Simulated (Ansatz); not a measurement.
Four zincblende compounds that share partners, relaxed with r2SCAN in Ansatz; the fourth is withheld. Calculated for a static, non-magnetic cell.

```tsv
solid	a (Å)
BN	3.610
BP	4.537
AlN	4.370
```

Task: If bond lengths are sums of radii, what lattice constant follows for AlP?

Result: a(AlP) ≈ a(BP) + a(AlN) − a(BN) = 4.537 + 4.370 − 3.610 = 5.297 Å. The relaxed cell has 5.479 Å, +3.4 % from the sum: fixed radii fail here.

Task: How much does a change of partner add, in either pair?

Result: BN → BP: +0.927 Å, and AlN → AlP: +1.109 Å; BN → AlN: +0.760 Å, and BP → AlP: +0.942 Å. Fixed radii would make each pair equal; they differ by 0.182 Å.
